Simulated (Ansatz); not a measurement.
The system is Ir.

```
CELL_PARAMETERS angstrom
2.75138 0.00000 0.00000
-1.37569 2.38276 0.00000
0.00000 0.00000 4.46229
ATOMIC_POSITIONS crystal
Ir 0.33333 0.66667 0.25000
Ir 0.66667 0.33333 0.75000
```

This isn't the form of Ir at room conditions, which is fcc.

A run of Ansatz 0.2.0 on this cell left the log below. Logs are shortened: lines on timing, memory, paths and dates and some standing lists are left out, and cuts for length are marked.

```text
Warning: RAYON_NUM_THREADS=2 ignored (pool sized by the plan → 2); use --threads N
Engine: ansatz 0.2.0, aarch64-unknown-linux-gnu
Pseudopotentials: kind: paw
Pseudopotential: Ir, paw, valence charge 17, recommended cutoff 420 eV (normal), Ir.paw.azcp
Functional definition: PBE
  parameter kappa = 0.804
  parameter beta = 0.06672455060314922
  exchange = pbe_x(kappa = kappa, mu = beta*pi^2/3)
  correlation = pbe_c(beta = beta)
Crystal: 2 atoms, lattice volume = 29.254 Å³
Basis set: ecut = 420 eV, 573 PW (Γ), exchange–correlation on 40×40×60 points (8 copies of the dense FFT grid, shifted against one another)
Bands: 21, of which v1, the nominal top of the filled ones, is band 17 counted from 1 (16 counted from 0)
Symmetry: 24 space group operations
Space group: P63/mmc (ITA 194), of the structure as read, at distance tolerance 3.1e-5 Å
k-points: 30 of 320
Non-local potential: Ir, projectors of the file, l = 0: 3, l = 1: 2, l = 2: 2, l = 3: 1
PAW form: soft (Blöchl's): semilocal exchange-correlation on the pseudo side does not see the compensation charge
PAW one-centre angular grid: Ir, 590 points (default); XC on 64 Gauss nodes
Initial density: superposition of atomic densities (neutral atoms: chi_scale 0, normalization atom), corrected by the library's trained network
Initial wavefunctions: pseudopotential atomic-orbital guess
Functional: x = pbe(κ = 0.804, μ = 0.2195149727645171), c = pbe(β = 0.06672455060314922)
SCF iter   1: F=—  HF=-23870.391784 eV  |F-HF|=—  |Δ(HF+E_count)|=         —  Δρ=7.17e-3  dr2=4.64e-3  ethr=1.77e-3  ⟨swp⟩=5.0  Hψ=2490  notcnv=0
[... 289 lines left out ...]
  k-point 0: bands = ["-67.9710", "-67.9127", "-25.2127", "-24.5901", "-24.5901", "-24.4991", "-24.4865", "-24.4865", "13.9890", "17.0195", "21.1185", "21.2184", "21.2184", "21.8442", "21.8442", "22.6208", "22.6208", "24.1297", "25.1588", "25.1588", "31.6690"]
  k-point 1: bands = ["-67.9654", "-67.9183", "-25.1469", "-24.5803", "-24.5803", "-24.5697", "-24.4964", "-24.4964", "14.4193", "17.0197", "20.9300", "21.0721", "21.0721", "21.6381", "21.6381", "22.7559", "23.0973", "23.0973", "25.1243", "25.1243", "33.7089"]
  k-point 2: bands = ["-67.9509", "-67.9329", "-24.9724", "-24.7520", "-24.5544", "-24.5544", "-24.5224", "-24.5224", "15.5438", "16.6746", "20.6182", "21.0068", "21.0189", "21.0189", "21.2523", "21.2523", "24.0090", "24.0090", "24.7868", "24.7868", "37.4138"]
  k-point 29: bands = ["-67.9030", "-67.9006", "-25.0820", "-25.0606", "-24.8953", "-24.8365", "-24.6513", "-24.6278", "18.3694", "18.8018", "19.6172", "19.8121", "20.6537", "21.2381", "22.6141", "23.1013", "25.1012", "25.4271", "30.2882", "30.5729", "32.5673"]
--- Elastic constants: 3 strain directions × 2 members + reference (group order 24) ---
  dense FFT box of the reference and of every strained cell: 20×20×30
  strains applied: 11, 33, 23; error gains: componentwise 1.00 (the most a stress slope's error grows in a printed constant), spectral 1.41 (1 for all six strains in a standard setting)
  C = ∂σ_k/∂η_j (tension-positive GPa; Voigt order 11 22 33 23 13 12):
       552.415    223.553    236.066      0.000      0.000      0.000
       223.553    552.415    236.066      0.000      0.000      0.000
       234.547    234.547    545.538      0.000      0.000      0.000
         0.000      0.000      0.000     95.997     -0.000      0.000
         0.000      0.000      0.000      0.000     95.997      0.000
         0.000      0.000     -0.000      0.000      0.000    164.431
  reference stress σ⁰ (GPa):      0.039      0.039      1.512     -0.000     -0.000      0.000
  C* (energy form; C + prestress term) asymmetry max|C*_kj − C*_jk| = 4.660e-2 GPa — a small one proves nothing (zero by symmetry where the batch's group is 432, −43m or m−3m); a large one is finite-difference/SCF noise where every solve meets its electron count
  moduli (Voigt/Reuss/Hill, GPa): K = 337.63/337.63/337.63   G = 135.03/126.65/130.84   E = 347.62   ν = 0.328
  mechanically stable: yes (min eigenvalue of sym C = 96.00 GPa)
  the stresses are not corrected for the forces that the relaxations left standing (`elastic.f_tol`)
  strain η (Voigt 11):  stress-route row diagonal C_11 = 552.42 GPa, energy-path curvature d²(F+E_count+ΔE)/dδ²/Ω₀ = 552.62 GPa
         δ    σ_11 (GPa)             F (eV)   n_scf  n_hpsi   n_pw
    -2.000e-3      -1.0770      -23870.3975281      12   25368    582   relax 3 steps, max|allowed force component| 9.98e-8 eV/Å
     2.000e-3       1.1326      -23870.3974999      12   25354    584   relax 3 steps, max|allowed force component| 1.03e-7 eV/Å
  strain η (Voigt 33):  stress-route row diagonal C_33 = 545.54 GPa, energy-path curvature d²(F+E_count+ΔE)/dδ²/Ω₀ = 545.17 GPa
         δ    σ_33 (GPa)             F (eV)   n_scf  n_hpsi   n_pw
    -2.000e-3       0.4038      -23870.3980604       7   10325    584   relax 0 steps, max|allowed force component| 6.94e-17 eV/Å
     2.000e-3       2.5859      -23870.3969716       5    8747    585   relax 0 steps, max|allowed force component| 6.94e-17 eV/Å
  strain η (Voigt 23):  stress-route row diagonal C_44 = 96.00 GPa, energy-path curvature d²(F+E_count+ΔE)/dδ²/Ω₀ = 95.45 GPa
         δ    σ_23 (GPa)             F (eV)   n_scf  n_hpsi   n_pw
    -2.000e-3      -0.1920      -23870.3976806      12   37457    584   relax 2 steps, max|allowed force component| 4.26e-5 eV/Å
     2.000e-3       0.1920      -23870.3976806      12   37451    584   relax 2 steps, max|allowed force component| 4.26e-5 eV/Å
```

Problem. What input gives this log?

Solution. Elastic constants with PBE, no spin polarisation. The files as run (others can give the same):

input.yaml
```yaml
crystal:
  lattice:
    - [2.7513778946, 0.0, 0.0]
    - [-1.3756889473, 2.3827631521, 0.0]
    - [0.0, 0.0, 4.46229]
  atoms:
    - { symbol: Ir, position: [0.3333333333, 0.6666666667, 0.25] }
    - { symbol: Ir, position: [0.6666666667, 0.3333333333, 0.75] }
hamiltonian:
  xc: pbe
  pseudopotentials: { kind: paw }
kpoints:
  mp_grid: { grid: [8, 8, 5] }
scf:
  occupations: { method: fermi_dirac, width: 0.05 }
output:
  forces: true
  stress: true
elastic:
  mode: relaxed_ion
  stencil: two_point
```

Potentials or basis: Ansatz PAW.
Command:
```console
$ ansatz run input.yaml --threads 2 --pin off --max-ram 5632MiB --backend cpu --events-out ev --progress --plain --runs-dir out
```

Caveat: elastic constants of metals need much finer meshes, so these are rough.
